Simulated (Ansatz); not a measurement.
A run of Ansatz 0.2.0:

input.yaml

```yaml
crystal:
  lattice:
    - [0.0, 2.325, 2.325]
    - [2.325, 0.0, 2.325]
    - [2.325, 2.325, 0.0]
  atoms:
    - { symbol: Hf, position: [0.5, 0.5, 0.5] }
    - { symbol: C, position: [0.0, 0.0, 0.0] }
hamiltonian:
  xc: b3lyp
  pseudopotentials: { kind: paw }
kpoints:
  mp_grid: { grid: [5, 5, 5] }
scf:
  occupations: { method: fermi_dirac, width: 0.05 }
output:
  forces: true
  stress: true
  write_density: true
  write_potential: true
  elf: true
  volumetric_format: npy
relax:
  f_tol: 0.01
  max_steps: 40
  cell: { stress_tol: 0.05 }
```

Potentials or basis: Ansatz PAW.

Command:

```bash
$ ansatz run input.yaml --threads 2 --pin off --max-ram 5632MiB --backend cpu --events-out ev --progress --plain --runs-dir out
```

Hardware: 2 threads of Arm Neoverse V2, on a shared host.

Question: How long does it take, and how much memory?

Answer: Run time: 44 s on 2 threads of Arm Neoverse V2 (shared host), peak memory 0.67 GiB. Counts: scf iterations 96, plane waves 531, k points 10, bands 19, ion steps 5.
